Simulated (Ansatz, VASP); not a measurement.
**One calculation of Pt, two programs**

```xyz
4
Lattice="2.8234 0.0000 0.0000 -1.4117 2.4451 0.0000 0.0000 0.0000 23.9158" Properties=species:S:1:pos:R:3 pbc="T T T"
Pt    1.4117    0.8150    8.5000
Pt    0.0000    1.6301   10.8053
Pt    0.0000    0.0000   13.0815
Pt    1.4117    0.8150   15.3964
```

Alike in both runs: functional RPBE; k mesh 12 × 12 × 1; occupations gaussian, width 0.1 eV; no spin polarisation.

Ansatz relaxed the structure, and its values are those at the end. VASP's run is a single point on that final structure, the one shown.

|  | VASP | Ansatz |
| --- | --- | --- |
| version | VASP 6.6.1 | Ansatz 0.2.0 |
| potentials or method | VASP PAW PBE potentials, release 64 (Pt) | scalar-relativistic, plane waves, PAW |
| plane-wave cutoff (eV) | 520 | 420 |
| valence electrons in the cell | 40 | 72 |

|  | VASP | Ansatz | Ansatz less VASP |
| --- | --- | --- | --- |
| gap on the k mesh at the Fermi level (eV) | none | none | - |
| rms of the force components (eV/Å) | 0.017 | 0.021 | +0.0035 |

A gap of «none» marks a metal or a gap that the smearing closes. The functional is the same, so the differences come from potentials, cutoffs and numerics. The two sets of potentials don't hold the same shells in valence.

Caveats: the PAW data sets were made with another functional, which shifts forces and pressure a little (VASP). The runs have no spin-orbit coupling, so splittings on Pt are missing.
